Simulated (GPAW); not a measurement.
# CdSe (Cadmoselite) (P6_3mc) in GPAW: further runs

One crystal, CdSe (Cadmoselite), is run at these levels: vdW-DF-cx, LDA; tasks: band structure.

Program: GPAW 26.7.0. These are calculated values, not measurements. Logs are shortened: lines on timing, memory, paths and dates and some standing lists are left out, and cuts for length are marked. The log counts tension as positive stress, the text compression.

**Experimental background.**

A printed reference work, data compilation reports, for a bulk crystal of CdSe at 2 K: band gap 1.841 eV.

The results are compared with them further down.

**1. The crystal as given**

The structure is hexagonal, space group P6_3mc (No. 186). Conventional cell: a = 4.300 Å, b = 4.300 Å, c = 7.020 Å, α = 90.00°, β = 90.00°, γ = 120.00°. Cd (site symmetry 3m) is surrounded by 4 Se at 2.61 to 2.70 Å. Se (site symmetry 3m) is surrounded by 4 Cd at 2.61 to 2.70 Å.

**2. Band structure, vdW-DF-cx, spin-orbit coupling, no magnetisation**

Contents of run.py:

```python
import numpy as np
from ase.dft.bandgap import bandgap
from ase.io import read, write
from gpaw import GPAW, PW
from gpaw.spinorbit import soc_eigenstates

atoms = read('CdSe.xyz')

calc = GPAW(mode=PW(600),
            xc={'name': 'vdW-DF-cx', 'backend': 'libvdwxc'},
            kpts={'size': (5, 5, 3), 'gamma': True},
            occupations={'name': 'fermi-dirac', 'width': 0.05},
            nbands=31,
            convergence={'density': 1e-05, 'energy': 1e-05},
            maxiter=150,
            txt='gpaw.txt')
atoms.calc = calc
energy = atoms.get_potential_energy()
forces = atoms.get_forces()
calc.write('gs.gpw')
write('result.traj', atoms)
print(f'Energy: {energy:.6f} eV')
print('Forces (eV/A):')
print(forces.round(4))
print('Fermi level:', round(calc.get_fermi_level(), 4), 'eV')
print(f'Gap: {bandgap(calc)[0]:.4f} eV, direct: {bandgap(calc, direct=True)[0]:.4f} eV')

path = atoms.cell.bandpath('GMKGALHA,LM,KH', npoints=100, eps=1e-4)
bs_calc = calc.fixed_density(kpts=path, symmetry='off', nbands=52,
                             convergence={'bands': 'CBM+6.0', 'eigenstates': 1e-6}, txt='bands.txt')
bs = bs_calc.band_structure()
bs.write('bs.json')
print(f'Gap on the path: {bandgap(bs_calc)[0]:.4f} eV')

soc = soc_eigenstates(bs_calc, theta=90, phi=45)
np.savetxt('soc_bands.dat', soc.eigenvalues(), fmt='%.4f')
mesh = soc_eigenstates('gs.gpw', theta=90, phi=45)
np.savetxt('soc_mesh.dat', mesh.eigenvalues(), fmt='%.4f')
print('Fermi level with spin-orbit coupling:', round(mesh.fermi_level, 4), 'eV')
```

Contents of CdSe.xyz:

```xyz
4
Lattice="4.3000000000 0.0000000000 0.0000000000 -2.1500000000 3.7239092363 0.0000000000 0.0000000000 0.0000000000 7.0200000000" Properties=species:S:1:pos:R:3 pbc="T T T"
Cd     2.1500000002      1.2413030786      3.5100000000
Cd    -0.0000000002      2.4826061577      0.0000000000
Se     2.1500000002      1.2413030786      6.2127000000
Se    -0.0000000002      2.4826061577      2.7027000000
```

Potentials or basis: GPAW PAW data sets (gpaw-data 1.2.1), pw.

Command:

```bash
OMP_NUM_THREADS=1 python run.py
```

gpaw.txt:

```text
__  _  _
 | _ |_)|_||  |
 |__||  | ||/\| - 26.7.0

Input parameters:
  mode=PW(ecut=600.0),
  convergence={'density': 1e-05, 'energy': 1e-05},
  kpts=MonkhorstPack(size=(5, 5, 3), gamma=True),
  maxiter=150,
  nbands=31,
  occupations=Occupations(name='fermi-dirac', width=0.05),
  xc=XC(name='vdW-DF-cx', backend='libvdwxc')

Diagonalizing LCAO Hamiltonian
Converting LCAO to pw mode

            Se

        Se  Cd

        Cd

Atoms  # Å, Bohr magnetons
|   | symbol |         x |        y |        z |    initial magnetic moments |
|---|--------|-----------|----------|----------|-----------------------------|
| 0 |     Cd |  2.150000 | 1.241303 | 3.510000 | ( 0.0000,  0.0000,  0.0000) |
| 1 |     Cd | -0.000000 | 2.482606 | 0.000000 | ( 0.0000,  0.0000,  0.0000) |
| 2 |     Se |  2.150000 | 1.241303 | 6.212700 | ( 0.0000,  0.0000,  0.0000) |
| 3 |     Se | -0.000000 | 2.482606 | 2.702700 | ( 0.0000,  0.0000,  0.0000) |

Unit cell  # Å
| periodic |         x |        y |        z |  lengths |     angles |
|----------|-----------|----------|----------|----------|------------|
|      yes |  4.300000 | 0.000000 | 0.000000 | 4.300000 |  90.000000 |
|      yes | -2.150000 | 3.723909 | 0.000000 | 4.300000 |  90.000000 |
|      yes |  0.000000 | 0.000000 | 7.020000 | 7.020000 | 120.000000 |

Number of symmetries: 6
Symmetry operations  # r_c * U_cc + t_c -> r_c
|   | kind |            matrix            |
|---|------|------------------------------|
| 0 |  σ   |  1, 1, 0,  0,-1, 0,  0, 0, 1 |
| 1 |  E   |  1, 0, 0,  0, 1, 0,  0, 0, 1 |
| 2 |  C3  |  0, 1, 0, -1,-1, 0,  0, 0, 1 |
| 3 |  σ   |  0,-1, 0, -1, 0, 0,  0, 0, 1 |
| 4 |  σ   | -1, 0, 0,  1, 1, 0,  0, 0, 1 |
| 5 |  C3  | -1,-1, 0,  1, 0, 0,  0, 0, 1 |

BZ-sampling:
  Number of BZ points: 75
  Number of IBZ points: 12

  Monkhorst-Pack size: [5, 5, 3]
  Monkhorst-Pack shift: [0, 0, 0]

K-points  # in reciprocal-cell coordinates
|     |                                coordinates |     weight |
|-----|--------------------------------------------|------------|
|   0 | (  0.00000000,   0.00000000,   0.00000000) | 0.01333333 |
|   1 | (  0.00000000,   0.00000000,   0.33333333) | 0.02666667 |
|   2 | (  0.20000000,   0.00000000,  -0.33333333) | 0.08000000 |
|   3 | (  0.20000000,   0.00000000,   0.00000000) | 0.08000000 |
|   4 | (  0.20000000,   0.00000000,   0.33333333) | 0.08000000 |
|   5 | (  0.40000000,  -0.20000000,   0.00000000) | 0.08000000 |
|   6 | (  0.40000000,  -0.20000000,   0.33333333) | 0.16000000 |
|   7 | (  0.40000000,   0.00000000,  -0.33333333) | 0.08000000 |
|   8 | (  0.40000000,   0.00000000,   0.00000000) | 0.08000000 |
|   9 | (  0.40000000,   0.00000000,   0.33333333) | 0.08000000 |
| ... |                                            |            |
|  11 | (  0.40000000,   0.40000000,   0.33333333) | 0.16000000 |

Plane wave coefficients: 3791
Cutoff: 600.0 eV

Spin-components: 1 (collinear spins)
Bands:           31
Projectors:      22
Spin-degeneracy: 2
Datatype:        complex128

Parallelization:
  kpt:    1
  domain: 1
  band:   1

Density:
  Valence electrons: 36.0
  Components: 1
  Grid points: [25 25 40]
  Charge: 0.0  # |e|

Potential:
  Grid points: [25 25 40]

species:
  Cd:
    name:    Cadmium
    Z:       48.0
    valence: 12
    core:    36
    charge:  0.0  # [|e|]
    compensation charges:
      type: gauss
      rc: 0.38  # [Å]
      lmax: 2
    cutoffs:
      filter: 2.12  # [Å]
      core: 2.62  # [Å]
    projectors
    | kind |    occ | energy [eV] | rcut [Å] |
    |------|--------|-------------|----------|
    |   5s |  2.000 |      -5.655 |    1.191 |
    |   5p |  0.000 |      -1.186 |    1.228 |
    |   4d | 10.000 |     -11.739 |    1.164 |
    |    s |        |      21.556 |    1.191 |
    |    p |        |      26.026 |    1.228 |
    |    d |        |      15.473 |    1.164 |

    Using partial waves for Cd as LCAO basis

  Se:
    name:    Selenium
    Z:       34.0
    valence: 6
    core:    28
    charge:  0.0  # [|e|]
    compensation charges:
      type: gauss
      rc: 0.27  # [Å]
      lmax: 2
    cutoffs:
      filter: 1.77  # [Å]
      core: 2.67  # [Å]
    projectors
    | kind |    occ | energy [eV] | rcut [Å] |
    |------|--------|-------------|----------|
    |   4s |  2.000 |     -17.277 |    0.847 |
    |   4p |  4.000 |      -6.512 |    1.005 |
    |    s |        |       9.935 |    0.847 |
    |    p |        |      20.699 |    1.005 |
    |    d |        |       0.000 |    0.847 |

    Using partial waves for Se as LCAO basis

Reference energy: -436553.300934  # eV

eigensolver:
  PPCG
  Converge bands: occupied
  niter=2

density mixing:
  MSR1-Mixer
  Pratt-step length: 0.05
  Maximum mixing coefficient: 0.75
  Old densities: 10
  SVD Regularization: 0.005
  Good broyden scale: 1.0
  Trust region scale: 1.0
  Backstep threshold: 4.0
  History deletion threshold: 6.0
  Fourier metric: weight=20.0, sigma=0.015

occupation numbers:
  Fermi-Dirac:
    width: 0.0500  # eV

poisson solver:
  ecut: 4800.0  # eV

xc functional:
  name: vdW-DF-cx with libvdwxc
  Mode: serial
  Semilocal: GGA_X_LV_RPW86+LDA_C_PW with 2 nearest neighbor stencil
  Local blocksize: 50 x 50 x 80
  PAW datasets: PBE

convergence criteria:
- Maximum integral of absolute [dens]ity change: 1e-05 electrons / valence electron
- Maximum [total energy] change in last 3 cyles: 1e-05 eV / valence electron
- Maximum integral of absolute [eigenst]ate change: 4e-08 eV^2 / valence electron
maximum number of iterations: 150

SCF iterations
|iter     | |      energy | eigst |  dens |
|---------|-|-------------|-------|-------|
|iter:   1| |  138.982902 | -0.58 |       |
|iter:   2| |  139.126706 | -2.37 | -1.18 |
|iter:   3| |  139.653818 | -1.51 | -1.23 |
|iter:   4| |  139.655783 | -3.35 | -1.82 |
|iter:   5| |  139.656241 | -3.80 | -2.28 |
|iter:   6| |  139.656186 | -5.27 | -3.01 |
|iter:   7| |  139.656179c| -6.49 | -3.55 |
|iter:   8| |  139.656179c| -7.24 | -4.17 |
|iter:   9| |  139.656179c| -7.93c| -4.73 |
|iter:  10| |  139.656179c| -8.20c| -5.16c|

Converged in 10 steps
Energy contributions relative to reference atoms: (reference = -436553.300934)

Energy contributions:
  Kinetic:          43.947611
  Coulomb:         -39.543229
  Zero:             -0.075017
  External:          0.000000
  Xc:              135.326844
  Entropy:          -0.000059
  Spinorbit:         0.000000
  ----------------------------
  Free energy:     139.656150
  Extrapolated:    139.656179

dipole moment: (0.000005, 0.000011, -18.273497)  # |e|*Ang

Fermi level: 3.887
Eigenvalues  # (at kpt = [0.000, 0.000, 0.000])
| band index |      eig [eV] | occ [0-2] |
|------------|---------------|-----------|
|          0 |        -9.048 |     2.000 |
|        ... |               |           |
|         10 |        -3.968 |     2.000 |
|         11 |        -3.688 |     2.000 |
|         12 |        -0.720 |     2.000 |
|         13 |         2.821 |     2.000 |
|         14 |         2.821 |     2.000 |
|         15 |         3.528 |     1.998 |
[... 8 lines left out ...]
|         24 |        10.487 |     0.000 |
|         25 |        11.154 |     0.000 |
|        ... |               |           |
|         30 |        14.467 |     0.000 |

Gap: 0.633 eV
Transition (v -> c):
  (s=0, k=0, n=17, [0.00, 0.00, 0.00]) -> (s=0, k=0, n=18, [0.00, 0.00, 0.00])
No difference between direct/indirect transitions

Forces  # eV/Ang
|        x |        y |        z |
|----------|----------|----------|
|  0.00000 | -0.00000 |  0.29046 |  # Cd   0
| -0.00000 |  0.00000 |  0.29068 |  # Cd   1
| -0.00000 |  0.00000 | -0.29059 |  # Se   2
|  0.00000 |  0.00000 | -0.29054 |  # Se   3

# Writing to gs.gpw (mode='')
```

It took 2 min on 1 thread of Intel Xeon Platinum 8488C (Sapphire Rapids), shared host; peak memory 0.72 GiB.

Results:

- Free energy: 139.6561 eV
- Largest force: 0.291 eV/Å
- Band gap on the k mesh: 0.51 eV, direct
- Band gap along the path: 0.51 eV, direct

Forces in eV/Å, atoms in the order of the input:
```
Cd   0.000  0.000  0.290
Cd   0.000  0.000  0.291
Se   0.000  0.000 -0.291
Se   0.000  0.000 -0.291
```

Levels at the corners of the path, in eV from the valence-band top:
```csv
point,band 34,band 35,band 36,band 37,band 38,band 39
Γ,-0.01,0.00,0.00,0.51,0.51,1.94
M,-1.41,-0.94,-0.94,3.03,3.03,3.13
K,-1.93,-1.83,-1.83,4.15,4.15,4.48
Γ,-0.01,0.00,0.00,0.51,0.51,1.94
A,-0.38,-0.38,-0.38,2.16,2.16,2.16
L,-1.38,-1.38,-1.38,2.79,2.79,2.79
H,-1.22,-1.16,-1.16,3.59,3.59,3.65
A,-0.38,-0.38,-0.38,2.16,2.16,2.16
L,-1.38,-1.38,-1.38,2.79,2.79,2.79
M,-1.41,-0.94,-0.94,3.03,3.03,3.13
K,-1.93,-1.83,-1.83,4.15,4.15,4.48
H,-1.22,-1.16,-1.16,3.59,3.59,3.65
```

Caveat: spin-orbit coupling was added after a scalar SCF, so levels and gaps hold it while energy, forces, pressure and moments don't; this program's spin-orbit splittings come out too wide for heavy elements; the PAW data sets were made with another functional, which shifts forces and pressure a little.

**3. Band structure, LDA**

Contents of run.py:

```python
from ase.dft.bandgap import bandgap
from ase.io import read, write
from ase.units import GPa
from gpaw import GPAW, PW

atoms = read('CdSe.cif')

calc = GPAW(mode=PW(800),
            xc='LDA',
            kpts={'size': (5, 5, 3), 'gamma': True},
            occupations={'name': 'fermi-dirac', 'width': 0.05},
            setups='hgh',
            nbands=-13,
            convergence={'density': 1e-05, 'energy': 1e-05},
            maxiter=150,
            txt='gpaw.txt')
atoms.calc = calc
energy = atoms.get_potential_energy()
forces = atoms.get_forces()
stress = atoms.get_stress()
calc.write('gs.gpw')
write('result.traj', atoms)
print(f'Energy: {energy:.6f} eV')
print('Forces (eV/A):')
print(forces.round(4))
print('Stress (GPa):', (stress / GPa).round(3))
print('Fermi level:', round(calc.get_fermi_level(), 4), 'eV')
print(f'Gap: {bandgap(calc)[0]:.4f} eV, direct: {bandgap(calc, direct=True)[0]:.4f} eV')

path = atoms.cell.bandpath('GMKGALHA,LM,KH', npoints=60, eps=1e-4)
bs_calc = calc.fixed_density(kpts=path, symmetry='off', nbands=-30,
                             convergence={'bands': 'CBM+6.0', 'eigenstates': 1e-6}, txt='bands.txt')
bs = bs_calc.band_structure()
bs.write('bs.json')
print(f'Gap on the path: {bandgap(bs_calc)[0]:.4f} eV')
```

Contents of CdSe.cif:

```cif
data_CdSe
_cell_length_a 4.30000000
_cell_length_b 4.30000000
_cell_length_c 7.02000000
_cell_angle_alpha 90.00000000
_cell_angle_beta 90.00000000
_cell_angle_gamma 120.00000000
_space_group_name_H-M_alt 'P6_3mc'
_space_group_name_Hall 'P 6c -2c'
_space_group_IT_number 186
loop_
_space_group_symop_operation_xyz
'x,y,z'
'x-y,x,z+1/2'
'-y,x-y,z'
'-x,-y,z+1/2'
'-x+y,-x,z'
'y,-x+y,z+1/2'
'y,x,z+1/2'
'x,x-y,z'
'x-y,-y,z+1/2'
'-y,-x,z'
'-x,-x+y,z+1/2'
'-x+y,y,z'
loop_
_atom_site_label
_atom_site_type_symbol
_atom_site_symmetry_multiplicity
_atom_site_Wyckoff_symbol
_atom_site_fract_x
_atom_site_fract_y
_atom_site_fract_z
_atom_site_occupancy
Cd1 Cd 2 b 0.6666666667 0.3333333333 0.5000000000 1
Se1 Se 2 b 0.6666666667 0.3333333333 0.8850000000 1
```

Potentials or basis: HGH pseudopotentials, pw.

Command:

```bash
OMP_NUM_THREADS=1 python run.py
```

Wall time 2.7 min (1 thread of Arm Neoverse V1, shared host); peak memory 0.55 GiB.

The run converged. Its results:

* Free energy: -576.9111 eV
* Pressure: -10.3 GPa
* Largest force: 0.146 eV/Å
* Band gap on the k mesh: 0.93 eV, direct
* Band gap along the path: 0.93 eV, direct

Forces in eV/Å, atoms in the order of the input:
```
Cd   0.000  0.000  0.146
Cd   0.000  0.000  0.146
Se   0.000  0.000 -0.146
Se   0.000  0.000 -0.146
```

Stress tensor (GPa, compression positive):
```
-10.35   0.00   0.00
  0.00 -10.35   0.00
  0.00   0.00 -10.08
```

Levels at the corners of the path, in eV from the valence-band top:
| point | band 5 | band 6 | band 7 | band 8 | band 9 | band 10 | band 11 | band 12 |
| --- | --- | --- | --- | --- | --- | --- | --- | --- |
| Γ | -0.77 | -0.12 | -0.12 | 0.00 | 0.93 | 2.33 | 6.08 | 6.08 |
| M | -2.43 | -1.76 | -1.20 | -0.82 | 3.41 | 3.50 | 4.91 | 6.50 |
| K | -2.97 | -1.79 | -1.72 | -1.72 | 4.46 | 5.23 | 5.23 | 7.02 |
| Γ | -0.77 | -0.12 | -0.12 | 0.00 | 0.93 | 2.33 | 6.08 | 6.08 |
| A | -0.46 | -0.46 | -0.46 | -0.46 | 2.59 | 2.59 | 6.10 | 6.10 |
| L | -1.34 | -1.34 | -1.21 | -1.21 | 3.14 | 3.14 | 4.92 | 4.92 |
| H | -2.45 | -2.45 | -0.95 | -0.95 | 3.98 | 3.98 | 6.02 | 6.02 |
| A | -0.46 | -0.46 | -0.46 | -0.46 | 2.59 | 2.59 | 6.10 | 6.10 |
| L | -1.34 | -1.34 | -1.21 | -1.21 | 3.14 | 3.14 | 4.92 | 4.92 |
| M | -2.43 | -1.76 | -1.20 | -0.82 | 3.41 | 3.50 | 4.91 | 6.50 |
| K | -2.97 | -1.79 | -1.72 | -1.72 | 4.46 | 5.23 | 5.23 | 7.02 |
| H | -2.45 | -2.45 | -0.95 | -0.95 | 3.98 | 3.98 | 6.02 | 6.02 |

Caveat: HGH potentials are hard and often keep d shells in the core, so these values are rough.

**4. Against experiment**

Step 2. A measured gap of CdSe is 1.841 eV (2 K; a printed reference work, data compilation); the calculated 0.51 eV misses it by -1.33 eV. So large a miss can be the level of theory's own, or it may mean another phase, state or a wrong row. The value is that of vdW-DF-cx, without temperature or zero-point motion.
